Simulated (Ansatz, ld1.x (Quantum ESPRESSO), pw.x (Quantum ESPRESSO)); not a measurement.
# Which Hf potential is closest to all-electron in the diamond crystal?

All use PBE, scalar-relativistic, no spin, cutoffs from each file’s atomic test, pw.x 7.5; 8³ k-points, Fermi–Dirac smearing 0.01 Ry. Δ is the rms difference from all-electron LAPW of the E(V) curves that follow from fits to the pressures, over ±6 % in volume. Mesh and smearing are coarse and serve the comparison alone. The files are a selection: those with a ghost or negative overlap were mostly not run, and those with noisy or unconverged pressures or nearly equal Δ are left out.

All-electron: a0 = 6.558 Å (V0 = 35.25 Å³/atom), B0 = 29.4 GPa.

**Question.** Rank them by Δ, smallest first.
A. norm-conserving RRKJ (Kleinman–Bylander form), ld1.x (Quantum ESPRESSO) 7.5, PBE; core [Xe] 4f14, reference 5d2 6s2 6p0; waves: 6p (bound, empty): rc 3.20 bohr; 5d (bound): rc 2.55 bohr; 6s (bound): rc 2.35 bohr; local part: the s channel; core correction: a·sin(br)/r model core inside 2.10 bohr.
B. norm-conserving Troullier–Martins (Kleinman–Bylander form), ld1.x (Quantum ESPRESSO) 7.5, PBE; core [Xe] 4f14, reference 5d2 6s2 6p0; waves: 6s (bound): rc 2.95 bohr; 6p (bound, empty): rc 3.45 bohr; 5d (bound): rc 2.65 bohr; local part: all-electron potential smoothed inside 2.55 bohr (lloc = -1); core correction: Bessel-smoothed model core inside 2.50 bohr.
C. PAW, ld1.x (Quantum ESPRESSO) 7.5, PBE; core [Xe] 4f14, reference 5d2 6s2 6p0; waves: 6s (bound): rcut 2.20, rcutus 2.85 bohr; 6s channel at 4.85 Ry: rcut 2.20, rcutus 2.85 bohr; 6p (bound, empty): rcut 3.35, rcutus 4.40 bohr; 6p channel at 1.75 Ry: rcut 3.35, rcutus 4.40 bohr; 5d (bound): rcut 1.80, rcutus 1.95 bohr; 5d channel at 2.05 Ry: rcut 1.80, rcutus 1.95 bohr; local part: all-electron potential smoothed inside 3.45 bohr (lloc = -1); core correction: none; augmentation: PSQ, inside the norm-conserving radii.
D. norm-conserving RRKJ (Kleinman–Bylander form), ld1.x (Quantum ESPRESSO) 7.5, PBE; core [Xe] 4f14, reference 5d2.5 6s1.5 6p0; waves: 6p (bound, empty): rc 4.20 bohr; 5d (bound): rc 2.75 bohr; 6s (bound): rc 3.05 bohr; local part: the s channel; core correction: Bessel-smoothed model core inside 1.35 bohr.

**Answer.** D (0.3 meV/atom), A (3.2 meV/atom), B (7.7 meV/atom), C (10.4 meV/atom).
